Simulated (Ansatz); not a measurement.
# AgBr: vacancy hop by nudged elastic band (Ansatz)

input.yaml:

```yaml
crystal:
  lattice:
    - [0.0, 5.726554, 5.726554]
    - [5.726554, 0.0, 5.726554]
    - [5.726554, 5.726554, 0.0]
  atoms:
    - { symbol: Br, position: [0.24839169, 0.25372432, 0.24899541] }
    - { symbol: Ag, position: [0.0017832, -0.00207613, -0.00342384] }
    - { symbol: Br, position: [0.24851022, 0.25126265, 0.75112419] }
    - { symbol: Ag, position: [0.00039183, -0.00278916, 0.50418194] }
    - { symbol: Br, position: [0.24713673, 0.755884, 0.25196261] }
    - { symbol: Ag, position: [0.0046948, 0.49943258, 0.00158745] }
    - { symbol: Br, position: [0.2512201, 0.75372477, 0.7432951] }
    - { symbol: Ag, position: [0.00340273, 0.49733842, 0.49941427] }
    - { symbol: Br, position: [0.74795193, 0.24825513, 0.25281874] }
    - { symbol: Ag, position: [0.49645532, 0.00436582, -0.00117467] }
    - { symbol: Br, position: [0.75503083, 0.25249708, 0.75068564] }
    - { symbol: Br, position: [0.74957873, 0.75360513, 0.24731844] }
    - { symbol: Ag, position: [0.5017254, 0.50100791, -0.00427522] }
    - { symbol: Br, position: [0.75028056, 0.75280342, 0.74869093] }
    - { symbol: Ag, position: [0.50483185, 0.49762751, 0.49754884] }
kpoints:
  mp_grid: { grid: [2, 2, 2] }
magnetization:
  spin_polarized: false
scf:
  occupations: { method: cold, width: 0.15 }
hamiltonian:
  pseudopotentials: { kind: paw }
  xc: pbe
basis:
  ecutwfc: 420
neb:
  images: 3
  relax_end_points: true
  climbing: true
  f_tol: 0.05
  max_iterations: 40
  order_check: false
  final_atoms:
    - { symbol: Br, position: [0.24839169, 0.25372432, 0.24899541] }
    - { symbol: Ag, position: [0.0017832, -0.00207613, -0.00342384] }
    - { symbol: Br, position: [0.24851022, 0.25126265, 0.75112419] }
    - { symbol: Ag, position: [0.00039183, -0.00278916, 0.50418194] }
    - { symbol: Br, position: [0.24713673, 0.755884, 0.25196261] }
    - { symbol: Ag, position: [0.0046948, 0.49943258, 0.00158745] }
    - { symbol: Br, position: [0.2512201, 0.75372477, 0.7432951] }
    - { symbol: Ag, position: [0.00340273, 0.49733842, 0.49941427] }
    - { symbol: Br, position: [0.74795193, 0.24825513, 0.25281874] }
    - { symbol: Ag, position: [0.49645532, 0.00436582, -0.00117467] }
    - { symbol: Br, position: [0.75503083, 0.25249708, 0.75068564] }
    - { symbol: Br, position: [0.74957873, 0.75360513, 0.24731844] }
    - { symbol: Ag, position: [0.5017254, 0.50100791, -0.00427522] }
    - { symbol: Br, position: [0.75028056, 0.75280342, 0.74869093] }
    - { symbol: Ag, position: [0.5026946, 0.99590348, 0.49854094] }
```

The command:

```bash
ansatz run input.yaml --threads 4 --pin off --max-ram 8192MiB --backend cpu --events-out ev --progress --plain --runs-dir out
```

Origin of the cell: a database entry, scaled a little.

The cell is 2×2×2 cells of AgBr with one Ag taken out; atom 15 (Ag) hops into the empty site, 4.03 Å away before the end points are relaxed. All atoms were shaken by about 0.02 Å first.

Output (shortened):

```
Warning: neb: disabling space-group detection — the band's intermediate images generally break the endpoint symmetry, so no spatial operation reduces the k-mesh or symmetrises the density, ex […]
Pseudopotentials: kind: paw
Pseudopotential: Br, paw, valence charge 7, recommended cutoff 420 eV (normal), Br.paw.azcp
Pseudopotential: Ag, paw, valence charge 19, recommended cutoff 420 eV (normal), Ag.paw.azcp
Functional definition: PBE
  exchange = pbe_x(kappa = kappa, mu = beta*pi^2/3)
  correlation = pbe_c(beta = beta)
parallel-image band execution: 2 concurrent image workers
NEB image 0
Crystal: 15 atoms, lattice volume = 375.587 Å³
Basis set: ecut = 420 eV, 7391 PW (Γ), exchange–correlation on 120×120×120 points (8 copies of the dense FFT grid, shifted against one another)
Bands: 114, of which v1, the nominal top of the filled ones, is band 95 counted from 1 (94 counted from 0)
[… 6 lines left out …]
Initial density: superposition of atomic densities (neutral atoms: chi_scale 0, normalization atom), corrected by the library's trained network
Functional: x = pbe(κ = 0.804, μ = 0.219515), c = pbe(β = 0.066725)
SCF iter   1: F=—  HF=-75403.890800 eV  Δρ=4.21e-3  dr2=8.07e-2
SCF iter   2: F=—  HF=-75404.178460 eV  S|Δr|=    0.00e0  Δρ=1.47e-2  dr2=1.03e0  defer=70
SCF iter   3: F=—  HF=-75403.868683 eV  S|Δr|=    0.00e0  Δρ=2.18e-3  dr2=1.95e-2  defer=67
[… 7 lines left out …]
SCF iter  11: F=—  HF=-75403.862918 eV  S|Δr|=    0.00e0  Δρ=9.81e-6  dr2=6.19e-7  defer=2
SCF iter  12: F=—  HF=-75403.862918 eV  S|Δr|=    0.00e0  Δρ=3.79e-6  dr2=1.06e-7  defer=2
SCF iter  13: F=-75403.862918 eV  HF=-75403.862918 eV  S|Δr|=    0.00e0  Δρ=2.62e-6  dr2=5.16e-8
NEB iter   1: max|band force component| = 7.782e0 eV/Å  barrier→ = 4.1089 eV  barrier← = 4.1089 eV  Δτ_max = 0.2000 Å  (68 SCF iters)
NEB iter   2: max|band force component| = 2.603e0 eV/Å  barrier→ = 1.2614 eV  barrier← = 1.2614 eV  Δτ_max = 0.1798 Å  (41 SCF iters)
NEB iter   3: max|band force component| = 1.165e0 eV/Å  barrier→ = 0.6136 eV  barrier← = 0.6137 eV  Δτ_max = 0.0914 Å  (40 SCF iters)
NEB iter   4: max|band force component| = 3.307e-1 eV/Å  barrier→ = 0.4246 eV  barrier← = 0.4247 eV  CI = image 2  Δτ_max = 0.0347 Å  (36 SCF iters)
NEB iter   5: max|band force component| = 6.111e-2 eV/Å  barrier→ = 0.3934 eV  barrier← = 0.3935 eV  CI = image 2  Δτ_max = 0.0306 Å  (32 SCF iters)
NEB iter   6: max|band force component| = 3.100e-2 eV/Å  barrier→ = 0.3877 eV  barrier← = 0.3878 eV  CI = image 2  Δτ_max = 0.0196 Å  (29 SCF iters)
NEB iter   7: max|band force component| = 3.480e-2 eV/Å  barrier→ = 0.3862 eV  barrier← = 0.3862 eV  CI = image 2  Δτ_max = 0.0000 Å  (9 SCF iters)
--- NEB band (5 images, 7 band iterations, 255 SCF iterations, 50 more in tests of the images' electronic states and relaxations of end points) ---
  forward barrier  = 0.386158 eV
  backward barrier = 0.386218 eV
  lagrangian_above_aufbau_ev (what the smearing adds, to first order; not taken off the barriers): saddle image -0.007827 eV, end points +0.015597 and +0.015582 eV
  climbing image's point = of an order that was not read
  energies are F+E_penalty+E_count in eV, relative to image 0
  image     s (Å)  Δ vs image 0  max|band force component| (eV/Å)
      0    0.0000      0.000000                                 —
      1    1.1253      0.273486                          3.480e-2
  *   2    2.2448      0.386158                          1.679e-2
      3    3.3644      0.273194                          3.470e-2
      4    4.4899     -0.000060                                 —
```

The converged band:

```tsv
image	path over all atoms (Å)	ΔF (eV)	Ag x	y	z (Å)
0	0.00	0.000	5.73	5.72	5.74
1	1.13	0.273	6.37	5.74	6.38
2	2.24	0.386	7.16	5.76	7.17
3	3.36	0.273	7.95	5.74	7.96
4	4.49	0.000	8.59	5.73	8.60
```

Relaxed start, forces in eV/Å:

```xyz
15
Lattice="0.000 5.727 5.727 5.727 0.000 5.727 5.727 5.727 0.000" Properties=species:S:1:pos:R:3:forces:R:3 pbc="T T T" image=0
Br    2.865    2.889    2.876    0.000   -0.006    0.000
Ag    0.001   -0.003    0.010    0.002    0.002    0.001
Br    5.707    5.729    2.874    0.003    0.001    0.002
Ag    2.867    2.863    0.009   -0.002   -0.001    0.002
Br    5.730    2.855    5.734   -0.003    0.004    0.001
Ag    2.865    0.007    2.875   -0.002   -0.003   -0.002
Br    8.586    5.722    5.756    0.001    0.005    0.001
Ag    5.728    2.864    2.875    0.002   -0.001    0.000
Br    2.870    5.729    5.718   -0.001   -0.001    0.001
Ag    0.002    2.863    2.874    0.000    0.000    0.000
Br    5.731    8.592    5.742    0.000   -0.001   -0.003
Br    5.748    5.722    8.601    0.001    0.003    0.000
Ag    2.867    2.864    5.738   -0.001    0.000    0.000
Br    8.592    8.573    8.598    0.000   -0.002   -0.001
Ag    5.728    5.724    5.738    0.001    0.000   -0.002
```

Highest image (2), forces in eV/Å:

```xyz
15
Lattice="0.000 5.727 5.727 5.727 0.000 5.727 5.727 5.727 0.000" Properties=species:S:1:pos:R:3:forces:R:3 pbc="T T T" image=2
Br    2.801    2.928    2.811   -0.006   -0.001   -0.007
Ag    0.282    0.003    0.290    0.005    0.002    0.005
Br    5.611    5.723    2.991    0.003    0.003   -0.003
Ag    2.943    2.827   -0.068   -0.008   -0.012    0.008
Br    5.793    2.928    5.798    0.007   -0.001    0.006
Ag    2.585    0.003    2.593   -0.005    0.002   -0.005
Br    8.891    5.717    5.437   -0.013   -0.001    0.013
Ag    5.649    2.891    2.953    0.009    0.012   -0.009
Br    2.983    5.723    5.619   -0.003    0.003    0.003
Ag   -0.076    2.827    2.951    0.008   -0.012   -0.008
Br    5.791    8.526    5.801    0.007   -0.012    0.006
Br    5.430    5.717    8.899    0.013   -0.001   -0.013
Ag    2.945    2.891    5.657   -0.009    0.012    0.009
Br    8.530    8.525    8.535   -0.007   -0.012   -0.006
Ag    7.160    5.763    7.168    0.000    0.017    0.000
```

Relaxed end, forces in eV/Å:

```xyz
15
Lattice="0.000 5.727 5.727 5.727 0.000 5.727 5.727 5.727 0.000" Properties=species:S:1:pos:R:3:forces:R:3 pbc="T T T" image=4
Br    2.866    2.860    2.876   -0.001    0.002   -0.002
Ag    0.002   -0.002    0.009    0.000    0.001    0.000
Br    5.730    5.728    2.892   -0.001   -0.001    0.000
Ag    2.863    2.864    0.009    0.001   -0.001    0.002
Br    5.728    2.881    5.733    0.001    0.001    0.000
Ag    2.866    0.001    2.873   -0.001   -0.001    0.000
Br    8.571    5.725    5.741    0.000    0.000   -0.001
Ag    5.729    2.863    2.872    0.000   -0.001    0.001
Br    2.887    5.729    5.732   -0.002   -0.001    0.002
Ag    0.003    2.862    2.871   -0.001    0.001    0.002
Br    5.726    8.569    5.737    0.001    0.001   -0.001
Br    5.727    5.724    8.579    0.001    0.001    0.000
Ag    2.863    2.864    5.737    0.002   -0.001   -0.001
Br    8.593    8.593    8.597   -0.002    0.000    0.000
Ag    8.591    5.727    8.600    0.002   -0.001   -0.001
```

Barrier of this path: 0.39 eV forwards, 0.39 eV backwards, after 7 band iterations.

Caveats: no moments, though an odd count or open d shells may carry them; the k mesh is coarse if the cell is a metal; a small cell with a neutral vacancy and no spin, whose shape can make like sites unlike; the cell is held at a rescaled volume, and strain moves barriers; the hop was drawn among near neighbours and need not be the easiest path; few images and a loose tolerance, and neither the top nor the ends were tested for their order.

The run took 2.3 min on 4 threads of Intel(R) Xeon(R) Platinum 8488C (Sapphire Rapids), on a shared host, peak memory 1.8 GiB, from the program's own first density.
